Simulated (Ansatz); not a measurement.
# Ionic part of the dielectric constant of SiC at 35 GPa, mode by mode

These are results of DFT PBEsol, scalar-relativistic, plane waves, PAW in Ansatz 0.2.0, not measurements. Plane waves to 420 eV; Γ-centred k mesh 12×12×6; fixed occupations. No spin polarisation. Phonons by linear response, acoustic sum rule imposed.

Symmetry: P6_3mc, No. 186, hexagonal system. Conventional cell: a = 2.953 Å, b = 2.953 Å, c = 4.839 Å, α = 90.00°, β = 90.00°, γ = 120.00°. Si (site symmetry 3m) is surrounded by 4 C at 1.81 to 1.82 Å. Around C (site symmetry 3m) lie 4 Si at 1.81 to 1.82 Å.

Other phases may be more stable at this pressure.

The primitive cell has V = 36.54 Å³ and ε∞,yy = 6.745. Each polar mode adds Δε = (4.92064×10⁷/V)·S/ν² along y, with S its oscillator strength in e²/amu, ν in cm⁻¹ and V in Å³.

Question: From these modes, find each Δε and ε0,yy.
```
ν (cm⁻¹) S_yy (e²/amu)
   908.7          1.822
```

Answer:
| ν (cm⁻¹) | Δε |
| --- | --- |
| 908.7 | 2.97 |

The sum is 2.971, so ε0,yy = 9.72; the run's tensor has 9.72.

Question: Where do the longitudinal modes lie for a wave vector along y?

Answer: At 1091 cm⁻¹. The Lyddane–Sachs–Teller product Π(ν_LO/ν_TO)² = 1.44 matches ε0/ε∞ = 1.44.

Cost: 1 run of about 1.1 core-minutes, on Intel Xeon 6975P-C (Granite Rapids) (shared hosts).